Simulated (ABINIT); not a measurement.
Runs of ABINIT 10.8.3 (patched build) on WC (Qusongite). It takes space group P-6m2 (No. 187, hexagonal). The conventional cell has a = 2.907 Å, b = 2.907 Å, c = 2.837 Å, α = 90.00°, β = 90.00°, γ = 120.00°. W (site symmetry -6m2) has 6 C at 2.20 Å as nearest neighbours. C (site symmetry -6m2) is surrounded by 6 W at 2.20 Å. 

| task | level | potentials or basis | cell | cutoff (eV) | cell freedom (optcell) | optimiser (ionmov) | cutoff smearing ecutsm (Ha) | force stop (Ha/bohr) | fine-grid cutoff | gap on the mesh (eV) | pressure (GPa) | relaxed volume (Å³/atom) |
| --- | --- | --- | --- | --- | --- | --- | --- | --- | --- | --- | --- | --- |
| relaxation of cell and atoms | PBE | PseudoDojo NC SR PBE v0.4.1 standard | relaxed | 1116 | 2 | 2 | 0.5 | 2e-05 | - | none | 0.0 | 10.53 |
| single point | LDA | PseudoDojo NC SR LDA v0.4.1 standard | as given | 844 | - | - | - | - | - | none | - | - |
| relaxation of cell and atoms | LDA | PseudoDojo NC SR LDA v0.4.1 standard | relaxed | 1116 | 2 | 2 | 0.5 | 2e-05 | - | none | 0.0 | 10.11 |
| single point | LDA | PseudoDojo NC SR LDA v0.4.1 standard | cell relaxed | 1116 | - | - | - | - | - | none | (a) | - |
| single point | LDA | JTH PAW LDA v2.0 | as given | 435 | - | - | - | - | 870.764 eV | none | -10.8 | - |

Alike in all rows: no spin polarisation; k mesh 8 × 8 × 7; smearing fermi-dirac 0.05 eV.

Fill in the values left out.

(a) -0.1.

A k mesh can miss the band edges, and the runs leave out spin-orbit coupling on W.

A gap of «none» marks a metal or a gap under the smearing width.
